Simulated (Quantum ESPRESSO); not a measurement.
Runs of Quantum ESPRESSO 7.5 on Al. The structure is hexagonal, space group P6/mmm (No. 191). Conventional cell: a = 4.547 Å, b = 4.547 Å, c = 2.754 Å, α = 90.00°, β = 90.00°, γ = 120.00°. Around Al (site symmetry -6m2) lie 5 Al at 2.63 to 2.75 Å. The cell was built by a generator and needn't be a form met in nature.

```csv
task,level,potentials or basis,k mesh,cutoff (eV),smearing,form of the LDA correlation,k mesh for the Wannier functions,iterations,projections,other keys,gap on the mesh (eV),pressure (GPa)
Wannier functions,LDA,PseudoDojo 0.4.1 SR LDA standard,6 × 6 × 8,599,fermi-dirac 0.05 eV,PW92,4 × 4 × 6,-,-,-,none,-2.1
energy-loss spectrum,PBE,PseudoDojo 0.4 SR PBE stringent,7 × 7 × 10,544,methfessel-paxton 0.2 eV,-,-,400,-,-,none,(a)
energy-loss spectrum,PBE,PseudoDojo 0.5 SR PBE stringent,7 × 7 × 10,544,gaussian 0.2 eV,-,-,400,-,verbose = yes,none,-0.1
Wannier functions,LDA,PseudoDojo 0.4.1 SR LDA standard,6 × 6 × 8,599,fermi-dirac 0.05 eV,PW92,4 × 4 × 6,-,Al sp,-,none,-2.1
Wannier functions,LDA,PseudoDojo 0.4.1 SR LDA standard,6 × 6 × 8,599,fermi-dirac 0.05 eV,PW92,4 × 4 × 6,0,Al sp,-,none,-2.1
```

Alike in all rows: no spin polarisation; cell as given.

Question: Estimate the missing entries.

Answer: (a) -0.2.

A gap of «none» marks a metal or a gap under the smearing width.
